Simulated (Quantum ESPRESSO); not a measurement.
BP:

```
P B
1.0
     0.00000    2.26900    2.26900
     2.26900    0.00000    2.26900
     2.26900    2.26900    0.00000
P B
1 1
Direct
  0.75000 0.75000 0.75000
  0.00000 0.00000 0.00000
```

```yaml
Program: Quantum ESPRESSO 7.5
Task: phonons and Raman activities
Functional: LDA
Potentials_or_basis: PseudoDojo 0.4.1 SR LDA standard
Cutoff: 1034 eV
Density_cutoff: 4136 eV
k_mesh: 6 × 6 × 6, shifted
Occupations: fermi-dirac, width 0.05 eV
Spin: no spin polarisation
Form_of_the_LDA_correlation: PW92
Mixing_beta: 0.5
Most_SCF_iterations: 120
SCF_threshold: 4e-10 Ry
```

The cell and the atoms were relaxed first, to 11.29 Å³/atom (a = 3.173 Å, b = 3.173 Å, c = 3.173 Å, α = 60.00°, β = 60.00°, γ = 60.00°), and the response was taken there.

The first run showed a gap, so the response started from a second, tighter run with fixed occupations.

Task: What is the highest optical frequency at the zone centre, leaving out the macroscopic field of polar modes?

Result: 821 cm⁻¹, a mode of symmetry T2 (IR and Raman). With the field the highest mode lies at 829 cm⁻¹.

Optical modes at Γ, degenerate ones joined, polar ones without the macroscopic field:
```csv
cm⁻¹,components,symmetry,active in,"IR intensity, summed ((D/Å)²/amu)"
821,3,T2,IR and Raman,3.58
```

Non-resonant Raman activities from finite differences of the dielectric tensor, degenerate modes summed:
```csv
cm⁻¹,modes,symmetry,activity (Å⁴/amu)
821,3,T2,790.5
```
